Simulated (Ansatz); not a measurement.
# ZnSe (CsCl type): the cost of one run

Computed with Ansatz 0.2.0 (DFT PBE, with the methods named in each step, unless a step's input says otherwise).

### 1 The starting structure

It takes space group Pm-3m (No. 221, cubic). The conventional cell has a = 3.353 Å, b = 3.353 Å, c = 3.353 Å, α = 90.00°, β = 90.00°, γ = 90.00°. Zn (site symmetry m-3m) has 8 Se at 2.90 Å as nearest neighbours. Se (site symmetry m-3m) has 8 Zn at 2.90 Å as nearest neighbours.

Structure file:

```cif
data_structure
_symmetry_space_group_name_H-M 'Pm-3m'
_symmetry_Int_Tables_number 221
_cell_length_a 3.3533
_cell_length_b 3.3533
_cell_length_c 3.3533
_cell_angle_alpha 90.000
_cell_angle_beta 90.000
_cell_angle_gamma 90.000
_cell_volume 37.71
loop_
_atom_site_label
_atom_site_type_symbol
_atom_site_symmetry_multiplicity
_atom_site_Wyckoff_symbol
_atom_site_fract_x
_atom_site_fract_y
_atom_site_fract_z
_atom_site_occupancy
Zn1 Zn 1 a 0.00000 0.00000 0.00000 1
Se1 Se 1 b 0.50000 0.50000 0.50000 1
```

The file gives the conventional cell by its symmetry; the runs use the cell typed in the input.

Whether this phase is the stable one at these pressures isn't tested.

Atoms are numbered in the order of the input: Zn1, Se2.

### 2 The reference volume, LAPW

File input.yaml:

```yaml
crystal:
  lattice:
    - [3.353310173, 0.0, 0.0]
    - [0.0, 3.353310173, 0.0]
    - [0.0, 0.0, 3.353310173]
  atoms:
    - { symbol: Zn, position: [0.0, 0.0, 0.0] }
    - { symbol: Se, position: [0.5, 0.5, 0.5] }
kpoints:
  mp_grid: { grid: [15, 15, 15] }
  band_path:
    path:
      - [0.0, 0.0, 0.0]
      - [0.0, 0.5, 0.0]
      - [0.5, 0.5, 0.0]
      - [0.0, 0.0, 0.0]
      - [0.5, 0.5, 0.5]
      - [0.0, 0.5, 0.0]
      - [0.5, 0.5, 0.5]
      - [0.5, 0.5, 0.0]
    npoints: 14
scf:
  occupations: { method: fermi_dirac, width: 0.08 }
hamiltonian:
  xc: pbe
  pseudopotentials: { kind: all_electron, lapw: { basis_error: 0.001 } }
output:
  forces: true
  stress: true
  eigenvalues: true
  populations: true
  dos: { projected: true, de: 0.2, e_range: [-14, 8] }
```

Run with:

```console
$ ansatz run input.yaml --threads 1 --pin off --max-ram 2048MiB --backend cpu --events-out ev --progress --plain --runs-dir out
```

Q: Estimate wall time and peak memory on 1 thread of Arm Neoverse V1, shared host.

About 34 s, with a peak of 0.44 GiB.
